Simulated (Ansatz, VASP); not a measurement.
# MoS2: VASP beside Ansatz

```
Mo S
1.0
     3.12232    0.00000    0.00000
    -1.56116    2.70401    0.00000
     0.00000    0.00000   12.08258
Mo S
2 4
Direct
  0.66667 0.33333 0.25000
  0.33333 0.66667 0.75000
  0.66667 0.33333 0.62137
  0.33333 0.66667 0.37863
  0.66667 0.33333 0.87863
  0.33333 0.66667 0.12137
```

Alike in both runs: functional LDA; k mesh 12 × 12 × 4; occupations gaussian, width 0.02 eV; no spin polarisation.

Ansatz relaxed the structure, and its values are those at the end. VASP's run is a single point on that final structure, the one shown.

```csv
,VASP,Ansatz
version,VASP 6.6.1,Ansatz 0.2.0
potentials or method,"VASP PAW LDA potentials, release 64 (Mo_sv, S)","scalar-relativistic, plane waves, PAW"
plane-wave cutoff (eV),520,420
valence electrons in the cell,52,52
```

```csv
,VASP,Ansatz,Ansatz less VASP
gap on the k mesh at the Fermi level (eV),0.74,0.73,-0.010
least direct gap on the mesh (eV),1.77,1.76,-0.007
pressure (GPa),0.1,0.0,-0.11
rms of the force components (eV/Å),0.007,0.000,-0.0070
```

Ansatz warned: «pseudo_functional_mismatch».

A k mesh can miss the band edges. Expect the measured gap to be larger: semilocal functionals such as LDA lack the derivative discontinuity.
